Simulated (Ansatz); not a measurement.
The cell is COD entry 1011050, as deposited and not checked against the literature; nothing was relaxed. It is an old determination, and later ones may differ.

Input and log of a run on AgI: DFT, LDA, all-electron LAPW, scalar-relativistic (Ansatz 0.2.0).

Command: `ansatz run input.yaml --threads 1 --pin off --max-ram 4096MiB --backend cpu --events-out ev --progress --plain --runs-dir out` The run took 3.4 min on 1 thread of Arm Neoverse V1, with other jobs on the host, peak memory 0.52 GiB.

```yaml
crystal:
  lattice:
    - [4.5800015808, 0.0, 0.0]
    - [-2.2900007904, 3.9663977183, 0.0]
    - [0.0, 0.0, 7.51]
  atoms:
    - { symbol: Ag, position: [0.3333333333, 0.6666666667, 0.0] }
    - { symbol: Ag, position: [0.6666666667, 0.3333333333, 0.5] }
    - { symbol: I, position: [0.3333333333, 0.6666666667, 0.375] }
    - { symbol: I, position: [0.6666666667, 0.3333333333, 0.875] }
kpoints:
  mp_grid: { grid: [8, 8, 4] }
  band_path:
    path:
      - [0.0, 0.0, 0.0]
      - [0.5, 0.0, 0.0]
      - [0.3333333333, 0.3333333333, 0.0]
      - [0.0, 0.0, 0.0]
      - [0.0, 0.0, 0.5]
      - [0.5, 0.0, 0.5]
      - [0.3333333333, 0.3333333333, 0.5]
      - [0.0, 0.0, 0.5]
      - [0.5, 0.0, 0.5]
    npoints: 14
scf:
  occupations: { method: fermi_dirac, width: 0.02 }
hamiltonian:
  xc: lda
  pseudopotentials: { kind: all_electron, lapw: { basis_error: 0.001 } }
output:
  forces: true
  stress: true
  eigenvalues: true
  populations: true
  dos: { projected: true, de: 0.2, e_range: [-14, 8] }
```

The log:

```
Ag: projections on atomic orbitals take those of the free atom 1s2 2s2 2p6 3s2 3p6 3d10 4s2 4p6 4d10 5s1, of charge +0.00 (hamiltonian.pseudopotentials.projection_atoms)
I: projections on atomic orbitals take those of the free atom 1s2 2s2 2p6 3s2 3p6 3d10 4s2 4p6 4d10 5s2 5p5, of charge +0.00 (hamiltonian.pseudopotentials.projection_atoms)
LAPW: plane waves up to 8.102 Å⁻¹, error target 1.0e-3 eV per atom; small_component_spin mean_spin; Ag in spheres of 1.420 Å, 19 of its electrons in bands, Dirac shells []; I in spheres of 1.386 Å, 25 of its electrons in bands, Dirac shells []
Engine: ansatz 0.2.0
Pseudopotentials: kind: all_electron
Pseudopotential: Ag, LAPW, valence charge 19, Koelling and Harmon's equation, gaussian nucleus
Pseudopotential: I, LAPW, valence charge 25, Koelling and Harmon's equation, gaussian nucleus
Functional definition: SPW92
  exchange = slater_x
  correlation = pw_c
Crystal: 4 atoms, lattice volume = 136.427 Å³
Basis set: ecut = 250.10099476956302 eV, 1237 PW (Γ), exchange–correlation at level 2
Bands: 53, of which v1, the nominal top of the filled ones, is band 44 counted from 1 (43 counted from 0)
Symmetry: 12 space group operations
Space group: P63mc (ITA 186), of the structure as read, at distance tolerance 5.1e-5 Å
k-points: 30 of 256 (time reversal used)
Non-local potential: Ag, projectors of the file, none
Non-local potential: I, projectors of the file, none
Initial density: superposition of atomic densities (chi_scale 0.1, normalization cell, long waves kept (reshape's long-wave potential 0.00 eV rms))
Initial wavefunctions: plane waves of lowest kinetic energy (no species holds an atomic orbital)
Functional: x = slater, c = lda
iter 1 solved again at ethr=2.21e-4 eV; its pass at ethr=1.00e-1 eV (dr2=1.94e-1 eV) is discarded
SCF iter   1: F=—  HF=-676018.838887 eV  |F-HF|=—  |Δ(HF+E_count)|=         —  Δρ=1.08e-2  dr2=1.98e-1  ethr=2.21e-4  ⟨swp⟩=3.0  Hψ=10618  notcnv=0
preconditioner: auto → Resta (q_TF=auto, 2.536 Å⁻¹)  ε∞=4.9  [insulator: Δε(μ)=0.922 eV  Ē_g=9.602 eV  σ=0.020 eV  W_gap=1.00  n_scr=36 (ndim 8)  ℏωp=19.1 eV  f_vac=0.248  D(μ)=0.00/eV (n_scr^D=0)  ε∞_Penn≈4.9]
SCF iter   2: F=—  HF=-676018.680659 eV  |F-HF|=—  |Δ(HF+E_count)|=   1.58e-1  Δρ=4.82e-3  dr2=3.48e-2  ethr=2.21e-4  ⟨swp⟩=3.0  Hψ=5359  notcnv=0
SCF iter   3: F=—  HF=-676018.637887 eV  |F-HF|=—  |Δ(HF+E_count)|=   4.28e-2  Δρ=4.04e-3  dr2=2.69e-2  ethr=3.96e-5  ⟨swp⟩=2.9  Hψ=4937  notcnv=0
iter 4 solved again at ethr=2.86e-6 eV; its pass at ethr=3.06e-5 eV (dr2=2.51e-3 eV) is discarded
SCF iter   4: F=—  HF=-676018.630540 eV  |F-HF|=—  |Δ(HF+E_count)|=   7.35e-3  Δρ=1.12e-3  dr2=2.51e-3  ethr=2.86e-6  ⟨swp⟩=2.0  Hψ=8033  notcnv=0
SCF iter   5: F=—  HF=-676018.630286 eV  |F-HF|=—  |Δ(HF+E_count)|=   2.54e-4  Δρ=2.10e-4  dr2=1.57e-4  ethr=2.85e-6  ⟨swp⟩=2.0  Hψ=4560  notcnv=0
SCF iter   6: F=—  HF=-676018.630258 eV  |F-HF|=—  |Δ(HF+E_count)|=   2.84e-5  Δρ=1.02e-4  dr2=2.28e-5  ethr=1.79e-7  ⟨swp⟩=2.0  Hψ=4560  notcnv=0
SCF iter   7: F=—  HF=-676018.630271 eV  |F-HF|=—  |Δ(HF+E_count)|=   1.33e-5  Δρ=3.98e-5  dr2=4.55e-6  ethr=2.59e-8  ⟨swp⟩=2.1  Hψ=4562  notcnv=0
SCF iter   8: F=—  HF=-676018.630275 eV  |F-HF|=—  |Δ(HF+E_count)|=   4.12e-6  Δρ=8.39e-6  dr2=2.43e-7  ethr=5.17e-9  ⟨swp⟩=3.0  Hψ=4677  notcnv=0
SCF iter   9: F=-676018.630276 eV  HF=-676018.630276 eV  |F-HF|=8.73e-9  |Δ(HF+E_count)|=   1.39e-7  Δρ=2.99e-6  dr2=2.48e-8  ethr=2.76e-10  ⟨swp⟩=3.0  Hψ=4660  notcnv=0
SCF 1 converged in 9 iterations: F = -676018.630276 eV  dr2 = 2.48e-8
NSCF: frozen V_eff on 113 k-points
SCF converged after 9 iterations
Free energy (F): -676018.630276 eV
Harris-Foulkes:  -676018.630276 eV  (|F-HF|=8.73e-9)
Internal energy: -676018.630276 eV  (E = F + TS)
E sigma→0 (E₀):  -676018.630276 eV
Fermi energy:    8.405586 eV
--- Per-component energies (eV) ---
  E_band       = -3516.668807
  E_kinetic    = 711579.458103
  E_xc         = -17427.731612
  E_electrostatic = -1370170.356767  (all electrons and nuclei)
  E_smearing   = -0.000000  (= −TS)
  E_closure    = 0.000000  (closes the sum)
  E_atoms      = -676006.475339  (free atoms, spherical and without spin; not in F)
  Σ components = -676018.630276   (vs F -676018.630276, Δ=0.00e0)
  Basis errors (estimates in eV, not in F): energy 4.3e-4 per atom: plane waves 4.0e-4 (2.3e-4 summed), levels above the bands 2.5e-169, relativity 3.9e-9, radial functions 3.2e-5, core shells 7.9e-7; eigenvalues (radial functions only) 1.1e-6; not estimated: angular momenta, meshes, grids; target (lapw.basis_error) 1.0e-3; muffin-tin radii Ag 1.420 Å, I 1.386 Å
--- Forces (eV/Å), atoms counted from 1 ---
  atom   1  Ag    -0.00000000     0.00000000     0.00848516
  atom   2  Ag    -0.00000000    -0.00000000     0.00848516
  atom   3  I      0.00000000     0.00000000    -0.00848587
  atom   4  I     -0.00000000    -0.00000000    -0.00848587
  max |Σ_I F_I| component: 1.42e-6 eV/Å
--- Stress (GPa, compression-positive) ---
       -2.180772      -0.000000       0.000000
        0.000000      -2.180772       0.000000
        0.000000       0.000000      -2.346866
  P = ⅓ Tr σ = -2.2361 GPa (-22.361 kbar)
--- Band table (eV; the first three rows and the last of 30) ---
  k-point 0: bands = ["-166.6483", "-166.6483", "-113.8406", "-113.8406", "-113.8397", "-113.8397", "-113.8397", "-113.8397", "-82.5640", "-82.5640", "-46.1510", "-46.1510", "-46.1510", "-46.1510", "-46.1504", "-46.1502", "-36.9188", "-36.9185", "-36.9181", "-36.9181", "-36.9180", "-36.9180", "-36.9142", "-36.9142", "-36.9141", "-36.9141", "-5.0824", "-4.7872", "3.5984", "3.5984", "3.6009", "3.6217", "3.7367", "3.7367", "4.6829", "4.6829", "4.7799", "4.7799", "4.8768", "7.1340", "7.1340", "7.7774", "7.8592", "7.8592", "8.9375", "10.2850", "13.5033", "13.5033", "13.6294", "14.4334", "14.4334", "14.9396", "16.3660"]
  k-point 1: bands = ["-166.6483", "-166.6483", "-113.8406", "-113.8406", "-113.8397", "-113.8397", "-113.8397", "-113.8397", "-82.5640", "-82.5640", "-46.1510", "-46.1510", "-46.1510", "-46.1510", "-46.1503", "-46.1502", "-36.9187", "-36.9185", "-36.9181", "-36.9181", "-36.9180", "-36.9180", "-36.9142", "-36.9142", "-36.9141", "-36.9141", "-5.0409", "-4.8322", "3.5420", "3.5592", "3.6138", "3.6138", "3.7110", "3.7110", "4.7010", "4.7010", "4.7703", "4.7703", "5.2567", "7.0775", "7.2343", "7.2343", "7.7463", "7.7463", "9.6464", "10.3320", "13.2480", "13.5747", "13.5747", "14.2061", "14.2061", "14.2853", "16.4179"]
  k-point 2: bands = ["-166.6483", "-166.6483", "-113.8406", "-113.8406", "-113.8397", "-113.8397", "-113.8397", "-113.8397", "-82.5640", "-82.5640", "-46.1510", "-46.1510", "-46.1510", "-46.1510", "-46.1503", "-46.1503", "-36.9186", "-36.9186", "-36.9181", "-36.9181", "-36.9181", "-36.9181", "-36.9141", "-36.9141", "-36.9141", "-36.9141", "-4.9384", "-4.9384", "3.5017", "3.5017", "3.6573", "3.6573", "3.6573", "3.6573", "4.7398", "4.7398", "4.7398", "4.7398", "6.0949", "6.0949", "7.4841", "7.4841", "7.4841", "7.4841", "10.2930", "10.2930", "13.3020", "13.3020", "13.8222", "13.8222", "13.8222", "13.8222", "16.8688"]
  k-point 29: bands = ["-166.6483", "-166.6483", "-113.8406", "-113.8406", "-113.8397", "-113.8397", "-113.8397", "-113.8397", "-82.5640", "-82.5640", "-46.1511", "-46.1511", "-46.1511", "-46.1511", "-46.1503", "-46.1503", "-36.9186", "-36.9186", "-36.9182", "-36.9182", "-36.9181", "-36.9181", "-36.9141", "-36.9141", "-36.9141", "-36.9141", "-4.7142", "-4.7142", "3.5218", "3.5218", "3.7767", "3.7767", "4.0031", "4.0031", "4.6895", "4.6895", "4.9082", "4.9082", "5.0367", "5.0367", "5.9482", "5.9482", "6.6865", "6.6865", "11.5504", "11.5504", "13.2342", "13.2342", "13.7218", "13.7218", "15.6099", "15.6099", "16.6772"]
--- Löwdin populations: 4 sites ---
  site symbol       q [e]
     0     Ag     46.5538
     1     Ag     46.5538
     2      I     53.3078
     3      I     53.3078
  spilling = 0.001384 (of n_electrons = 200.000000)
```
